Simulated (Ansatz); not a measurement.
Relaxed ZrO2 (fluorite):

```yaml
crystal:
  lattice:
    - [0.00000, 5.11588, 5.11588]
    - [2.55794, 2.55794, 5.11588]
    - [2.55794, 2.55794, 0.00000]
  atoms:
    - { symbol: Zr, position: [0.00000, 0.00000, 0.00000] }
    - { symbol: Zr, position: [0.50000, 0.00000, 0.00000] }
    - { symbol: O, position: [0.00000, 0.25000, 0.25000] }
    - { symbol: O, position: [0.50000, 0.25000, 0.25000] }
    - { symbol: O, position: [0.00000, 0.75000, 0.75000] }
    - { symbol: O, position: [0.50000, 0.75000, 0.75000] }
```

A phonon eigenvector at X = (0.5, 0.5, 0.0) is frozen into this cell: atom i moves by Q times the vector below, so Q is the largest atomic displacement, in Å. The cell is held. (q is in reciprocal vectors of the primitive cell; the cell shown is doubled to hold the pattern.)

| atom | x | y | z |
|---|---|---|---|
| O3 | 0.000 | 0.000 | -1.000 |
| O4 | 0.000 | 0.000 | 1.000 |
| O5 | 0.000 | 0.000 | -1.000 |
| O6 | 0.000 | 0.000 | 1.000 |

Atoms not listed stay in place.

These are PBE (plane waves to 420 eV, PAW, scalar-relativistic; Ansatz, an electronic-structure program) values and carry that method's errors. k mesh 11×11×11 (Γ-centred), Fermi-Dirac smearing 0.05 eV. The PAW data are Ansatz's earlier set. This is a high-temperature form of ZrO2. ZrO2 is run without spin polarisation. ZrO2 was relaxed with its symmetry unable to fall.

At one point of the scan the forces (eV/Å) are:

```json
[
 {"atom": "Zr1", "Fx": "0.000", "Fy": "0.000", "Fz": "0.000"},
 {"atom": "Zr2", "Fx": "0.000", "Fy": "0.000", "Fz": "0.000"},
 {"atom": "O3", "Fx": "0.000", "Fy": "0.000", "Fz": "1.365"},
 {"atom": "O4", "Fx": "0.000", "Fy": "0.000", "Fz": "-1.365"},
 {"atom": "O5", "Fx": "0.000", "Fy": "0.000", "Fz": "1.365"},
 {"atom": "O6", "Fx": "0.000", "Fy": "0.000", "Fz": "-1.365"}
]
```

Problem. Which point is it?
A. Q = 0.440 Å
B. Q = 0.293 Å
C. Q = -0.220 Å
D. Q = 0.367 Å

Solution. A, Q = 0.440 Å

(A displaced cell: forces are minus the slopes of the energy, force constants its curvatures, and phonons follow from these.)
